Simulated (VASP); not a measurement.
# Si5O2H12 in VASP: a series of runs

One molecule, Si5O2H12, is run at these levels: PBE, LDA; tasks: single point.

All numbers are computed with VASP 6.6.1; they aren't measurements. Logs are shortened: lines on timing, memory, paths and dates and some standing lists are left out, and cuts for length are marked.

### 1 The structure

The cell holds a molecule in a box, 19 atoms: a = 15.000 Å, b = 15.000 Å, c = 15.000 Å, α = 90.00°, β = 90.00°, γ = 90.00°.

### 2 Single point, PBE

INCAR

```
SYSTEM = Si5H12O2
ALGO     = Normal         ! electronic algorithm
EDIFF    = 1E-6           ! SCF threshold, eV
ENCUT    = 400            ! plane-wave cutoff, eV
GGA      = PE             ! functional
ISIF     = 2              ! what is computed and relaxed
ISMEAR   = 0              ! smearing method
LASPH    = .TRUE.         ! aspherical terms in the spheres
LCHARG   = .TRUE.         ! write CHGCAR
LELF     = .TRUE.         ! ELF
LREAL    = .FALSE.        ! projectors in reciprocal space
LVACPOTAV= .TRUE.       
LVHAR    = .TRUE.       
LWAVE    = .FALSE.        ! write WAVECAR
NELM     = 60             ! most SCF steps
PREC     = Accurate       ! precision mode
SIGMA    = 0.02           ! smearing width, eV
```

KPOINTS

```
k-points
0
G
  1 1 1
  0 0 0
```

POSCAR

```
Si5H12O2
1.0
   15.0000000000      0.0000000000      0.0000000000
    0.0000000000     15.0000000000      0.0000000000
    0.0000000000      0.0000000000     15.0000000000
Si O H
5 2 12
Direct
    0.4925215300      0.5255163300      0.4994504000
    0.4012598200      0.5904497300      0.6103911600
    0.5355106100      0.6250306700      0.3849887500
    0.6819875700      0.4442125100      0.5390410100
    0.3774250500      0.3533093600      0.4652900600
    0.5811302000      0.4866675800      0.5523436700
    0.4395031600      0.4429535400      0.4491289000
    0.3791965700      0.5243430300      0.6818068100
    0.4488419600      0.6676168400      0.6519652200
    0.3161679100      0.6238605900      0.5704546500
    0.5906189400      0.5785768000      0.3159814900
    0.4542936600      0.6625953400      0.3409432100
    0.5886032000      0.7006196000      0.4226571500
    0.6756040400      0.3478257900      0.5147889000
    0.7306208800      0.4930792000      0.4669885200
    0.7308273500      0.4539639800      0.6250487200
    0.3320616300      0.3316950600      0.3795387900
    0.3092514600      0.3709839700      0.5358981600
    0.4345744500      0.2767001000      0.4932944400
```

Potentials or basis: VASP PAW PBE potentials, release 64 (Si, O, H).

Command:

```console
> cat potpaw_PBE.64/Si/POTCAR potpaw_PBE.64/O/POTCAR potpaw_PBE.64/H/POTCAR > POTCAR
> mpirun -np 1 vasp_std > vasp.out
```

OUTCAR:

```text
SYSTEM = Si5H12O2
   EDIFF = 1E-6
   ENCUT = 400
   GGA = PE
   ISIF = 2
   ISMEAR = 0
   LASPH = .TRUE.
   LREAL = .FALSE.
   NELM = 60
   PREC = Accurate

 ion  position               nearest neighbor table
   1  0.493  0.526  0.499-   6 1.65   7 1.65   3 2.36   2 2.36
   2  0.401  0.590  0.610-   9 1.50  10 1.50   8 1.50   1 2.36
   3  0.536  0.625  0.385-  12 1.50  13 1.50  11 1.50   1 2.36
   4  0.682  0.444  0.539-  16 1.49  14 1.49  15 1.50   6 1.65
   5  0.377  0.353  0.465-  17 1.49  19 1.49  18 1.50   7 1.65
   6  0.581  0.487  0.552-   4 1.65   1 1.65
   7  0.440  0.443  0.449-   5 1.65   1 1.65
   8  0.379  0.524  0.682-   2 1.50
   9  0.449  0.668  0.652-   2 1.50
  10  0.316  0.624  0.570-   2 1.50
  11  0.591  0.579  0.316-   3 1.50
  12  0.454  0.663  0.341-   3 1.50
  13  0.589  0.701  0.423-   3 1.50
  14  0.676  0.348  0.515-   4 1.49
  15  0.731  0.493  0.467-   4 1.50
  16  0.731  0.454  0.625-   4 1.49
  17  0.332  0.332  0.380-   5 1.49
  18  0.309  0.371  0.536-   5 1.50
  19  0.435  0.277  0.493-   5 1.49

  LATTYP: Found a simple cubic cell.
 ALAT       =    15.0000000000

  Lattice vectors:

 A1 = (  15.0000000000,   0.0000000000,   0.0000000000)
 A2 = (   0.0000000000,  15.0000000000,   0.0000000000)
 A3 = (   0.0000000000,   0.0000000000,  15.0000000000)

Analysis of symmetry for initial positions (statically):
=====================================================================
 Subroutine PRICEL returns:
 Original cell was already a primitive cell.

 Routine SETGRP: Setting up the symmetry group for a
 simple cubic supercell.

 Subroutine GETGRP returns: Found  1 space group operations
 (whereof  1 operations were pure point group operations)
 out of a pool of 48 trial point group operations.

The static configuration has the point symmetry C_1 .

Analysis of symmetry for dynamics (positions and initial velocities):
=====================================================================
 Subroutine PRICEL returns:
 Original cell was already a primitive cell.

 Routine SETGRP: Setting up the symmetry group for a
 simple cubic supercell.

 Subroutine GETGRP returns: Found  1 space group operations
 (whereof  1 operations were pure point group operations)
 out of a pool of 48 trial point group operations.

The dynamic configuration has the point symmetry C_1 .

 Subroutine INISYM returns: Found  1 space group operations
 (whereof  1 operations are pure point group operations),
 and found     1 'primitive' translations

----------------------------------------------------------------------------------------

                                     Primitive cell

  volume of cell :    3375.0000

  direct lattice vectors                    reciprocal lattice vectors
    15.000000000  0.000000000  0.000000000     0.066666667  0.000000000  0.000000000
     0.000000000 15.000000000  0.000000000     0.000000000  0.066666667  0.000000000
     0.000000000  0.000000000 15.000000000     0.000000000  0.000000000  0.066666667

  length of vectors
    15.000000000 15.000000000 15.000000000     0.066666667  0.066666667  0.066666667

  position of ions in fractional coordinates (direct lattice)
     0.492521530  0.525516330  0.499450400
     0.401259820  0.590449730  0.610391160
     0.535510610  0.625030670  0.384988750
     0.681987570  0.444212510  0.539041010
     0.377425050  0.353309360  0.465290060
     0.581130200  0.486667580  0.552343670
[... 11 lines left out ...]
     0.309251460  0.370983970  0.535898160
     0.434574450  0.276700100  0.493294440

  ion indices of the primitive-cell ions
   primitive index   ion index
                 1           1
                 2           2
                 3           3
                 4           4
                 5           5
                 6           6
[... 11 lines left out ...]
                18          18
                19          19

----------------------------------------------------------------------------------------

 KPOINTS: k-points

Automatic generation of k-mesh.
 Grid dimensions read from file:
 generate k-points for:    1    1    1

 Generating k-lattice:

  Cartesian coordinates                     Fractional coordinates (reciprocal lattice)
     0.066666667  0.000000000  0.000000000     1.000000000  0.000000000  0.000000000
     0.000000000  0.066666667  0.000000000     0.000000000  1.000000000  0.000000000
     0.000000000  0.000000000  0.066666667     0.000000000  0.000000000  1.000000000

  Length of vectors
     0.066666667  0.066666667  0.066666667

  Shift w.r.t. Gamma in fractional coordinates (k-lattice)
     0.000000000  0.000000000  0.000000000

 Subroutine IBZKPT returns following result:
 ===========================================

 Found      1 irreducible k-points:

 Following reciprocal coordinates:
            Coordinates               Weight
  0.000000  0.000000  0.000000      1.000000
   k-points           NKPTS =      1   k-points in BZ     NKDIM =      1   number of bands    NBANDS=     32
   number of dos      NEDOS =    301   number of ions     NIONS =     19
   total plane-waves  NPLWV = 941192
   dimension x,y,z NGX =    98 NGY =   98 NGZ =   98
   dimension x,y,z NGXF=   196 NGYF=  196 NGZF=  196
   ions per type =               5   2  12
   NGX,Y,Z   is equivalent  to a cutoff of  10.86, 10.86, 10.86 a.u.
   NGXF,Y,Z  is equivalent  to a cutoff of  21.72, 21.72, 21.72 a.u.
 SYSTEM =  Si5H12O2
   PREC   = accura    normal or accurate (medium, high low for compatibility)
   ISTART =      0    job   : 0-new  1-cont  2-samecut
   ICHARG =      2    charge: 1-file 2-atom 10-const
   ISPIN  =      1    spin polarized calculation?
   LNONCOLLINEAR =      F non collinear calculations
   LSORBIT =      F    spin-orbit coupling
   LASPH  =      T    aspherical Exc in radial PAW
   ENCUT  =  400.0 eV  29.40 Ry    5.42 a.u.  24.46 24.46 24.46*2*pi/ulx,y,z
   NELM   =     60;   NELMIN=  2; NELMDL= -5     # of ELM steps
   EDIFF  = 0.1E-05   stopping-criterion for ELM
   LREAL  =      F    real-space projection
   EDIFFG = 0.1E-04   stopping-criterion for IOM
   NSW    =      0    number of steps for IOM
   IBRION =     -1    ionic relax: 0-MD 1-quasi-New 2-CG
   NFREE  =      0    steps in history (QN), initial steepest desc. (CG)
   ISIF   =      2    stress and relaxation
   ISYM   =      2    0-nonsym 1-usesym 2-fastsym
   POTIM  = 0.5000    time-step for ionic-motion
   TEBEG  =    0.0;   TEEND  =   0.0 temperature during run
   PSTRESS=    0.0 pullay stress
   NELECT =      44.0000    total number of electrons
   NUPDOWN=      -1.0000    fix difference up-down
   EMIN   =  10.00;   EMAX   =-10.00  energy-range for DOS
   EFERMI =   0.00;   METHOD = LEGACY
   ISMEAR =     0;   SIGMA  =   0.02  broadening in eV -4-tet -1-fermi 0-gaus
   EFERMI_NEDOS =   21; number of points for ismear=-14 and -15
   IALGO  =     38    algorithm
   IMIX   =      4    mixing-type and parameters
     AMIX     =   0.40;   BMIX     =  1.00
     AMIX_MAG =   1.60;   BMIX_MAG =  1.00
  volume/ion in A,a.u.               =     177.63      1198.72
  Fermi-wavevector in a.u.,A,eV,Ry     =   0.385302  0.728115  2.019887  0.148458
  Thomas-Fermi vector in A             =   1.323593
   LORBIT       =      0    0 simple, 1 ext, 2 COOP (PROOUT), +10 PAW based schemes
   GGA     = PE    functional components
   LHFCALC =     F    Hartree Fock is set to
   AEXX    =    0.0000 exact exchange contribution
   IVDW    =     0    specifies the selected vdW correction
   LEPSILON=     F    determine dielectric tensor
   LRPA    =     F    only Hartree local field effects (RPA)
 non-spin polarized calculation
 Gauss-broadening in eV      SIGMA  =   0.02
  energy-cutoff  :      400.00
  volume of cell :     3375.00
 maximum number of plane-waves:     61445
 NGX is ok and might be reduce to    98
   NGX = 49   NGY = 49   NGZ = 49

 number of electron      44.0000004 magnetization

 Free energy of the ion-electron system (eV)
  ---------------------------------------------------
  ext. energy  EPLUGINS =         0.00000000
  ---------------------------------------------------
  free energy    TOTEN  =       -84.80603619 eV

  energy without entropy =      -84.80603619  energy(sigma->0) =      -84.80603619

 E-fermi :  -5.7267     XC(G=0):  -0.9659

 val. band max:       -5.8319820162   @ k =   0.0000   0.0000   0.0000
 cond. band min:      -1.2888999301   @ k =   0.0000   0.0000   0.0000
 fundamental gap:      4.5430820862
 Fermi energy:        -5.7267209354

 k-point     1 :       0.0000    0.0000    0.0000
  band No.  band energies     occupation
      1     -24.7859      2.00000
      2     -24.2677      2.00000
      3     -14.7299      2.00000
      4     -13.5867      2.00000
      5     -13.0269      2.00000
      6     -12.8148      2.00000
[... 24 lines left out ...]
     31       0.3613      0.00000
     32       0.3720      0.00000

------------------------ aborting loop because EDIFF is reached ----------------------------------------

  FORCE on cell =-STRESS in cart. coord.  units (eV):
  Direction    XX          YY          ZZ          XY          YZ          ZX
  --------------------------------------------------------------------------------------
  -------------------------------------------------------------------------------------
  Total       -1.7905919     -1.8801028     -2.0958457      0.0333739      0.0165643      0.0702726
  in kB       -0.8500284     -0.8925209     -0.9949382      0.0158432      0.0078634      0.0333597
  external PRESSURE =      -0.9124958 kB  Pullay stress =       0.0000000 kB

 VOLUME and BASIS-vectors are now :
 -----------------------------------------------------------------------------
  energy-cutoff  :      400.00
  volume of cell :     3375.00
      direct lattice vectors                 reciprocal lattice vectors
    15.000000000  0.000000000  0.000000000     0.066666667  0.000000000  0.000000000
     0.000000000 15.000000000  0.000000000     0.000000000  0.066666667  0.000000000
     0.000000000  0.000000000 15.000000000     0.000000000  0.000000000  0.066666667

 POSITION                                       TOTAL-FORCE (eV/Angst)
 -----------------------------------------------------------------------------------
      7.38782      7.88274      7.49176        -0.017611      0.054150     -0.003005
      6.01890      8.85675      9.15587        -0.000990      0.001671      0.002616
      8.03266      9.37546      5.77483         0.001795      0.002549     -0.000908
     10.22981      6.66319      8.08562         0.045165     -0.020278      0.011692
      5.66138      5.29964      6.97935        -0.027032     -0.042021     -0.010069
      8.71695      7.30001      8.28516         0.000982     -0.005787     -0.007383
[... 11 lines left out ...]
      4.63877      5.56476      8.03847         0.015189     -0.005788     -0.014825
      6.51862      4.15050      7.39942        -0.013947      0.018089     -0.006936
 -----------------------------------------------------------------------------------
    total drift:                               -0.000213      0.000909     -0.001714

  FREE ENERGIE OF THE ION-ELECTRON SYSTEM (eV)
  ---------------------------------------------------
  free  energy   TOTEN  =       -84.8060361855 eV

  energy  without entropy=      -84.8060361855  energy(sigma->0) =      -84.80603619
```

It took 5.5 min on 1 thread of Intel Xeon Platinum 8488C (Sapphire Rapids), shared host; peak memory 1.6 GiB.

What came out:

```yaml
Free_energy: -84.8060 eV
Largest_force: 0.057 eV/Å
Gap_between_the_frontier_levels: 4.54 eV
```

Forces on the atoms (eV/Å):
```
Si  -0.018  0.054 -0.003
Si  -0.001  0.002  0.003
Si   0.002  0.003 -0.001
Si   0.045 -0.020  0.012
Si  -0.027 -0.042 -0.010
O    0.001 -0.006 -0.007
O    0.001 -0.004  0.008
H    0.002  0.006 -0.006
H   -0.003 -0.006 -0.004
H    0.007 -0.003  0.001
H   -0.005  0.004  0.006
H    0.005 -0.004  0.005
H   -0.004 -0.006 -0.002
H    0.002  0.023  0.006
H   -0.010 -0.012  0.015
H   -0.007 -0.002 -0.021
H    0.008  0.003  0.022
H    0.015 -0.006 -0.015
H   -0.014  0.018 -0.007
```

Caveat: the cutoff is under 1.25 times the usual one of these potentials, so pressure, stress and relaxed cells hold a basis-set (Pulay) error. PBE gaps usually lie below the measured ones, often by a third to a half.

### 3 Single point, LDA

Changes to INCAR since step 2:

```diff
@@ -4,3 +4,2 @@
 ENCUT    = 400            ! plane-wave cutoff, eV
-GGA      = PE             ! functional
 ISIF     = 2              ! what is computed and relaxed
```

KPOINTS is that of step 2.

POSCAR is that of step 2.

Potentials or basis: VASP PAW LDA potentials, release 64 (Si, O, H).

Command:

```console
> cat potpaw_LDA.64/Si/POTCAR potpaw_LDA.64/O/POTCAR potpaw_LDA.64/H/POTCAR > POTCAR
> mpirun -np 1 vasp_std > vasp.out
```

Wall time 4.7 min (1 thread of Intel Xeon Platinum 8488C (Sapphire Rapids), shared host); peak memory 1.1 GiB.

The run converged. Its results:

- Free energy: -88.4174 eV
- Largest force: 0.457 eV/Å
- Gap between the frontier levels: 4.41 eV

Forces on the atoms (eV/Å):
```
Si   0.078 -0.271  0.004
Si   0.152 -0.142 -0.200
Si  -0.052 -0.193  0.209
Si  -0.421  0.169  0.051
Si   0.264  0.368 -0.062
O   -0.039 -0.002 -0.327
O    0.029  0.033  0.326
H    0.003 -0.015 -0.005
H    0.014 -0.004 -0.012
H    0.006 -0.005 -0.016
H    0.005 -0.014  0.006
H   -0.010 -0.011  0.013
H   -0.001 -0.006  0.015
H   -0.019  0.006 -0.001
H   -0.024  0.021 -0.016
H   -0.011  0.008 -0.001
H    0.005  0.013  0.002
H    0.009  0.031  0.015
H    0.013  0.015  0.000
```

Levels at points of the mesh, in eV from the valence-band top:
| k point | band 20 | band 21 | band 22 | band 23 | band 24 | band 25 |
| --- | --- | --- | --- | --- | --- | --- |
| (0.00, 0.00, 0.00) | -1.36 | -1.26 | 0.00 | 4.41 | 4.68 | 5.17 |

Caveat: the cutoff is under 1.25 times the usual one of these potentials, so pressure, stress and relaxed cells hold a basis-set (Pulay) error. A hybrid or GW would open this gap; LDA tends to underestimate it.
